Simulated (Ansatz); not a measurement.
**NaCl: single point with PBE**

Crystal: NaCl.

```
CELL_PARAMETERS angstrom
3.50219 0.00000 0.00000
0.00000 3.50219 0.00000
0.00000 0.00000 3.50219
ATOMIC_POSITIONS crystal
Cl 0.50000 0.50000 0.50000
Na 0.00000 0.00000 0.00000
```

Measurements of this composition are mostly on another form, of space group No. 225.

```
Program             : Ansatz 0.2.0
Task                : single point
Functional          : PBE
Potentials or basis : all-electron LAPW, scalar-relativistic
Cutoff              : 141 eV (chosen from the basis error)
Basis error allowed : 0.001 eV/atom
k mesh              : 8 × 8 × 8
Occupations         : gaussian, width 0.023 eV
Spin                : no spin polarisation
```

The pressure is 0.1 GPa. The band gap on the k mesh is 3.98 eV, indirect (least direct gap 4.47 eV).

Levels at points of the mesh, in eV from the valence-band top:
| k point | band 8 | band 9 | band 10 | band 11 | band 12 | band 13 | band 14 | band 15 | band 16 |
| --- | --- | --- | --- | --- | --- | --- | --- | --- | --- |
| (0.00, 0.00, 0.00) | -22.08 | -13.38 | -0.49 | -0.49 | -0.49 | 3.98 | 8.53 | 8.53 | 15.54 |
| (0.00, 0.00, -0.50) | -22.07 | -13.02 | -2.94 | -0.26 | -0.26 | 6.91 | 8.57 | 10.40 | 11.72 |
| (0.00, -0.50, -0.50) | -22.07 | -12.75 | -2.26 | -2.26 | 0.00 | 5.53 | 9.83 | 11.03 | 11.03 |
| (-0.50, -0.50, -0.50) | -22.10 | -12.48 | -1.84 | -1.84 | -1.84 | 7.09 | 7.09 | 7.09 | 11.68 |

Wall time 3.2 s on 1 thread of Arm Neoverse V2 (shared host), peak memory 0.23 GiB.

A k mesh can miss the band edges. As with any semilocal functional, this PBE gap is likely too small.
